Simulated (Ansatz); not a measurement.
# SiNi: the cost of one run

Method: DFT LDA, scalar-relativistic, in Ansatz 0.2.0.

### 1 Starting point

The structure is orthorhombic, space group Pmmn (No. 59). Conventional cell: a = 3.027 Å, b = 3.273 Å, c = 4.698 Å, α = 90.00°, β = 90.00°, γ = 90.00°. Si (site symmetry mm2) has 6 Ni at 2.34 to 2.40 Å and 4 Si at 2.68 Å as nearest neighbours. Ni (site symmetry mm2) is surrounded by 6 Si at 2.34 to 2.40 Å and 4 Ni at 2.67 Å.

Coordinates:

```
Si Ni
1.0
     3.02662    0.00000    0.00000
     0.00000    3.27350    0.00000
     0.00000    0.00000    4.69776
Si Ni
2 2
Direct
  0.50000 0.50000 0.84230
  0.00000 0.00000 0.15770
  0.50000 0.50000 0.34422
  0.00000 0.00000 0.65578
```

Atoms are numbered in the order of the input: Si1, Si2, Ni3, Ni4.

### 2 After the deformation

Space group Pmmn before, Pmmn after.

### 3 LAPW, all electrons

input.yaml reads:

```yaml
crystal:
  lattice:
    - [3.1174186, 0.0, 0.0]
    - [0.0, 3.371705, 0.0]
    - [0.0, 0.0, 4.69776]
  atoms:
    - { symbol: Si, position: [0.5, 0.5, 0.8423] }
    - { symbol: Si, position: [0.0, 0.0, 0.1577] }
    - { symbol: Ni, position: [0.5, 0.5, 0.34422], spin: 1.5 }
    - { symbol: Ni, position: [0.0, 0.0, 0.65578], spin: 1.5 }
magnetization:
  spin_polarized: true
kpoints:
  mp_grid: { grid: [11, 10, 7] }
  band_path:
    path:
      - [0.0, 0.0, 0.0]
      - [0.5, 0.0, 0.0]
      - [0.5, 0.5, 0.0]
      - [0.0, 0.5, 0.0]
      - [0.0, 0.0, 0.0]
      - [0.0, 0.0, 0.5]
      - [0.5, 0.0, 0.5]
      - [0.5, 0.5, 0.5]
      - [0.0, 0.5, 0.5]
    npoints: 5
scf:
  occupations: { method: fermi_dirac, width: 0.05 }
hamiltonian:
  xc: lda
  pseudopotentials: { kind: all_electron, lapw: { basis_error: 0.001 } }
output:
  forces: true
  stress: true
  eigenvalues: true
```

The run is started by

```console
$ ansatz run input.yaml --threads 1 --pin off --max-ram 6144MiB --backend cpu --events-out ev --progress --plain --runs-dir out
```

Q: Estimate wall time and peak memory on 1 thread of Intel Xeon Platinum 8488C (Sapphire Rapids), shared host.

About 2.2 min, with a peak of 1.3 GiB.
